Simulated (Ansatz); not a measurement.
KCl, one cell by several methods

```yaml
crystal:
  lattice:
    - [-0.09468, 3.10876, 3.10876]
    - [3.10876, -0.09468, 3.10876]
    - [3.10876, 3.10876, -0.09468]
  atoms:
    - { symbol: K, position: [0.00000, 0.00000, 0.00000] }
    - { symbol: Cl, position: [0.50000, 0.50000, 0.50000] }
```

Atom numbers follow the list: K1, Cl2.

The conventional cell has a = 4.530 Å, b = 4.530 Å, c = 10.605 Å, α = 90.00°, β = 90.00°, γ = 120.00°. K (atom 1) has 6 Cl at 3.16 Å as nearest neighbours. Around Cl (atom 2) lie 6 K at 3.16 Å.

The structure is an experimental refinement, used without relaxation. The listed cell was then made from it by scaling, straining or moving an atom.

All numbers are computed: DFT, PBE, PAW with Ansatz's default frozen-core files, scalar-relativistic (Ansatz 0.2.0); DFT, PBE, all-electron PAW with datasets made for the crystal, scalar-relativistic (Ansatz 0.2.0); DFT, PBE, all-electron LAPW, scalar-relativistic (Ansatz 0.2.0).

For PAW: a Γ-centred 7×7×7 k mesh, Fermi–Dirac smearing of 0.03 eV, cutoff 420 eV, no spin polarisation. The crystal-made all-electron datasets (AE datasets) take a cutoff of 220 eV at this cell. LAPW targets a basis error of 1 meV/atom. The Ansatz runs share mesh, smearing and spin set-up. Plane-wave (PAW) pressures include the program's estimate of the Pulay term.

Stress and pressure are positive in compression.

The change that made this cell: equal xy, yz and zx engineering shear strains of -3 %.

```
                             quantity    PAW  AE datasets   LAPW
                       pressure (GPa)   0.57         0.57   0.57
                      stress yz (GPa)   0.18         0.18   0.18
                      stress xz (GPa)   0.18         0.18   0.18
                      stress xy (GPa)   0.18         0.18   0.18
                        band gap (eV)  5.096        5.096  5.096
 field gradient Vzz at K1 (10²¹ V/m²)   0.33         0.33      –
field gradient Vzz at Cl2 (10²¹ V/m²)  -0.40        -0.40      –
```

PAW's pressure differs from the LAPW value by about 0.01 GPa or less. Datasets made for the crystal and LAPW share parts of one code, so their agreement isn't an independent check.
